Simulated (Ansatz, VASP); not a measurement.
# One calculation of AlCo, two programs

```
Co Al
1.0
     0.00000    2.33893    2.33893
     2.33893    0.00000    2.33893
     2.33893    2.33893    0.00000
Co Al
1 1
Cartesian
  0.0000 0.0000 0.0000
  2.3389 2.3389 2.3389
```

Alike in both runs: functional PBE; k mesh 14 × 14 × 14; occupations fermi-dirac, width 0.1 eV; no spin polarisation.

Ansatz relaxed the structure, and its values are those at the end. VASP's run is a single point on that final structure, the one shown.

```csv
,VASP,Ansatz
version,VASP 6.6.1,Ansatz 0.2.0
potentials or method,"VASP PAW PBE potentials, release 64 (Co, Al), cutoff 520 eV","all-electron LAPW, scalar-relativistic"
```

```csv
,VASP,Ansatz,Ansatz less VASP
pressure (GPa),10.0,10.0,-0.05
```

Ansatz ran all-electron here, so the differences hold the error of VASP's frozen core and of both bases.

Spin polarisation is off, so any magnetic state and its effect on volume and gap are missing.
